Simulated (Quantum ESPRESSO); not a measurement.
Si, 2 atoms in the cell. The typed cell holds 2 atoms: a = 2.780 Å, b = 2.376 Å, c = 4.640 Å, α = 112.11°, β = 88.47°, γ = 108.42°. 

* Program: Quantum ESPRESSO 7.5
* Task: single point
* Functional: vdW-DF3-opt2
* Potentials or basis: SPMS 1.0 PBE
* Cutoff: 544 eV
* Density cutoff: 2177 eV
* k mesh: 10 × 13 × 6
* Occupations: methfessel-paxton, width 0.136 eV
* Spin: no spin polarisation
* Most SCF iterations: 120
* SCF threshold: 4e-10 Ry
* Nosym: yes
* Mixing beta: 0.05

Potentials or basis: SPMS 1.0 PBE.

Command:

```console
$ OMP_NUM_THREADS=1 pw.x -in pw.in > pw.out
```

Hardware: 1 thread of Intel(R) Xeon(R) Platinum 8488C (Sapphire Rapids), with other jobs on the host.

Estimate the wall time of this run.

It took 120 s on 1 thread of Intel(R) Xeon(R) Platinum 8488C (Sapphire Rapids), with other jobs on the host, peak memory 0.09 GiB. Counts: scf iterations 16, k pools 1, bands 9, k points 392, g dense 6169.
